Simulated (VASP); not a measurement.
## Sb: equation of state with PBE

Crystal: Sb.

```xyz
2
Lattice="2.1542 1.2437 3.7580 -2.1542 1.2437 3.7580 0.0000 -2.4875 3.7580" Properties=species:S:1:pos:R:3 pbc="T T T"
Sb    0.0000    0.0000    8.6416
Sb    0.0000    0.0000    2.6324
```

```
Program                : VASP 6.6.1
Task                   : equation of state
Functional             : PBE
Potentials or basis    : VASP PAW PBE potentials, release 64 (Sb)
Cutoff                 : 520 eV
k mesh                 : 8 × 8 × 8
Occupations            : fermi-dirac, width 0.05 eV
Spin                   : no spin polarisation
Further INCAR settings : ALGO = Normal; EDIFF = 1e-07; NBANDS = 12
```

* Equilibrium volume: 31.71 Å³/atom
* Bulk modulus at fixed shape and positions: 51 GPa
* Pressure derivative of the bulk modulus: 4.6

Energy against volume, from the lowest point:
```tsv
volume (Å³/atom)	energy (meV/atom)
28.393	67.18
28.998	43.05
29.602	24.86
30.206	11.98
30.810	3.85
31.414	0.00
32.018	0.00
```

All runs of the series together: 4.6 min on 1 thread of Intel(R) Xeon(R) Platinum 8488C (Sapphire Rapids), on a shared host.

Caveat: the cell was scaled at fixed shape and fractional positions, which overstates the stiffness of a crystal with free parameters, most of all of layers and chains. The run has no spin-orbit coupling, so splittings on Sb are missing.
